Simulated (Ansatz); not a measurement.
WC (Qusongite):

```
W C
1.0
     2.90650    0.00000    0.00000
    -1.45325    2.51710    0.00000
     0.00000    0.00000    2.83660
W C
1 1
Cartesian
  0.0000 0.0000 0.0000
  1.4533 0.8390 1.4183
```

Base run:

| Item | Value |
| --- | --- |
| Program | Ansatz 0.2.0 |
| Functional | m-r2SCAN |
| Potentials or basis | Ansatz PAW |
| Cutoff | 500 eV (not typed: the program's choice for these potentials) |
| k mesh | 10 × 10 × 9 |
| Occupations | fermi-dirac, width 0.05 eV |
| Spin | no spin polarisation |

Its results: band gap on the k mesh none (metal or under the smearing width); pressure 1.4 GPa.

Question: The run is repeated on the same cell with these changes: functional from m-r2SCAN to PBE; cutoff from 500 eV (not typed: the program's choice for these potentials) to 420 eV (not typed: the program's choice for these potentials). What comes out?

Answer: Band gap on the k mesh none (metal or under the smearing width); pressure 5.6 GPa.

Caveats: spin-orbit coupling is left out, which moves the levels of the heavy elements (some runs); the PAW data sets come from PBE, with cores solved anew for the run's functional, which leaves a small shift of forces and pressure (some runs).
